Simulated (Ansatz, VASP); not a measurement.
## Ni in VASP and in Ansatz

```xyz
1
Lattice="0.0000 1.7141 1.7141 1.7141 0.0000 1.7141 1.7141 1.7141 0.0000" Properties=species:S:1:pos:R:3 pbc="T T T"
Ni    0.0000    0.0000    0.0000
```

Change from the starting cell: volume scaled by 0.96.

Alike in both runs: task single point; functional LDA; k mesh 13 × 13 × 13; occupations fermi-dirac, width 0.05 eV; collinear spin.

|  | VASP | Ansatz |
| --- | --- | --- |
| version | VASP 6.6.1 | Ansatz 0.2.0 |
| potentials or method | VASP PAW LDA potentials, release 64 (Ni), cutoff 520 eV | all-electron LAPW, scalar-relativistic |

```tsv
	VASP	Ansatz	Ansatz less VASP
gap on the k mesh at the Fermi level (eV)	none	none	-
pressure (GPa)	-1.0	-1.0	-0.02
net moment per atom (μB)	0.61	0.62	+0.006
size of the moment on the site where the two differ most (μB)	0.61	0.64	+0.024
```

Site moments also hang on the region over which each program counts them. A gap of «none» marks a metal or a gap that the smearing closes. Ansatz ran all-electron here, so the differences hold the error of VASP's frozen core and of both bases.
